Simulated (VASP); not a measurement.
Wanted: the native input for a VASP 6.6.1 run.

| Quantity | Value |
| --- | --- |
| Task | relaxation of cell and atoms |
| Functional | r2SCAN |
| Potentials or basis | VASP PAW PBE potentials, release 64 (Pd) |
| Cutoff | 600 eV |
| k mesh | 16 × 16 × 16 |
| Occupations | methfessel-paxton, width 0.1 eV |
| Spin | no spin polarisation |
| Further INCAR settings | ALGO = Normal; EDIFF = 1e-06; IBRION = 2; EDIFFG = -0.01; NSW = 90; ISIF = 3 |

The structure of Pd lies in POSCAR:

```
Pd
1.0
    0.0000000000      1.9465000000      1.9465000000
    1.9465000000      0.0000000000      1.9465000000
    1.9465000000      1.9465000000      0.0000000000
Pd
1
Direct
    0.0000000000      0.0000000000      0.0000000000
```

One way to write it, as run:

INCAR

```
PREC = Accurate
ENCUT = 600
EDIFF = 1E-6
ISMEAR = 1
SIGMA = 0.1
LREAL = F
LASPH = T
NELM = 80
ALGO = Normal
ISIF = 3
LWAVE = F
LCHARG = F
METAGGA = R2SCAN
LMIXTAU = T
IBRION = 2
NSW = 90
EDIFFG = -0.01
```

KPOINTS

```
regular mesh
0
Gamma
  16 16 16
```

Potentials or basis: VASP PAW PBE potentials, release 64 (Pd).

Run with:

```bash
$ cat potpaw_PBE.64/Pd/POTCAR > POTCAR
$ mpirun -np 1 vasp_std > vasp.out
```

It gave:

```
Relaxed volume                         : 14.97 Å³/atom
Relaxed cell                           : a = 2.767 Å, b = 2.767 Å, c = 2.767 Å, α = 60.00°, β = 60.00°, γ = 60.00°
Space group after relaxing (to 0.05 Å) : Fm-3m (No. 225)
Energy gained by relaxing              : 2.0 meV/atom
Ionic steps                            : 3
Pressure after relaxing                : 0.1 GPa
Band gap on the k mesh                 : none (metal or under the smearing width)
```

Caveat: the PAW data sets were made with another functional, which shifts forces and pressure a little.

It took 74 s on 1 thread of Intel(R) Xeon(R) 6975P-C (Granite Rapids), on a shared host, peak memory 0.17 GiB.
